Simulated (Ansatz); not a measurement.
A relaxed cell of Sn3Ge2 is given with its symmetry left out. The cell was found from a structure generator's guess, not taken from experiment.

Level of theory: Ansatz, DFT PBE, scalar-relativistic, plane waves, PAW. Cutoff 420 eV, Γ-centred mesh, Gaussian smearing, no spin polarisation.

```cif
data_structure
_symmetry_space_group_name_H-M 'P 1'
_symmetry_Int_Tables_number 1
_cell_length_a 10.2181
_cell_length_b 10.2181
_cell_length_c 10.2181
_cell_angle_alpha 160.226
_cell_angle_beta 160.226
_cell_angle_gamma 28.107
_cell_volume 122.05
loop_
_atom_site_label
_atom_site_type_symbol
_atom_site_fract_x
_atom_site_fract_y
_atom_site_fract_z
_atom_site_occupancy
Sn1 Sn 0.18994 0.18994 0.00000 1
Sn2 Sn 0.81006 0.81006 0.00000 1
Sn3 Sn 0.00000 0.00000 0.00000 1
Ge1 Ge 0.59693 0.59693 0.00000 1
Ge2 Ge 0.40307 0.40307 0.00000 1
```

Energies over the elements count from the elements' standard structures at the same level, with no fitted energy shifts. The references include grey tin.

(1) What space group does it have?

(2) What is its formation energy per atom?

(3) Is it a metal?

Answers

(1) I4/mmm (No. 139), with Sn and Ge ordered on bcc sites. Conventional cell: a = 3.509 Å, c = 19.825 Å. Around Sn on a site of symmetry 4mm lie 4 Ge at 3.09 Å, 8 Sn at 3.44–3.51 Å and 1 Sn at 3.77 Å; Sn on a site of symmetry 4/mmm is surrounded by 8 Ge at 3.14 Å, 4 Sn at 3.51 Å and 2 Sn at 3.77 Å; around Ge lie 8 Sn at 3.09–3.14 Å and 4 Ge at 3.51 Å.

(2) +0.18 eV/atom. A positive value: parting into the elements would lower its energy.

(3) Yes, bands cross the Fermi level on the 12×12×12 mesh.

The last run used a 12×12×12 mesh for its 5-atom cell and Gaussian smearing of 0.10 eV. Symmetry constrained the relaxation, so the result can be a saddle point.
